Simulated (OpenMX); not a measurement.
Runs of OpenMX 3.8.5 on ZrC. Symmetry: I4/mmm, No. 139, tetragonal system. Conventional cell: a = 3.478 Å, b = 3.478 Å, c = 4.730 Å, α = 90.00°, β = 90.00°, γ = 90.00°. Zr (site symmetry 4/mmm) has 6 C at 2.37 to 2.46 Å as nearest neighbours. Around C (site symmetry 4/mmm) lie 6 Zr at 2.37 to 2.46 Å. 

```csv
cell,pressure (GPa)
"I4/mmm, 14.31 Å³/atom",-15.3
"I4/mmm, 12.19 Å³/atom",19.7
"Fm-3m, 13.23 Å³/atom",-1.8
"I4/mmm, 12.7 Å³/atom",(b)
"I4/mmm, 13.76 Å³/atom",(a)
```

Alike in all rows: task band structure; level PBE; potentials or basis OpenMX 2013 PBE set, Zr7.0-s3p2d2, C6.0-s2p2d1, grid cutoff 400 Ry; no spin polarisation; k mesh 7 × 7 × 7; smearing fermi-dirac 0.05 eV.

Task: Fill in the values left out.

Result: (a) -9.4; (b) 7.8.

Caveats: the basis of atomic orbitals isn't converged, which shifts pressures, moduli and gaps.
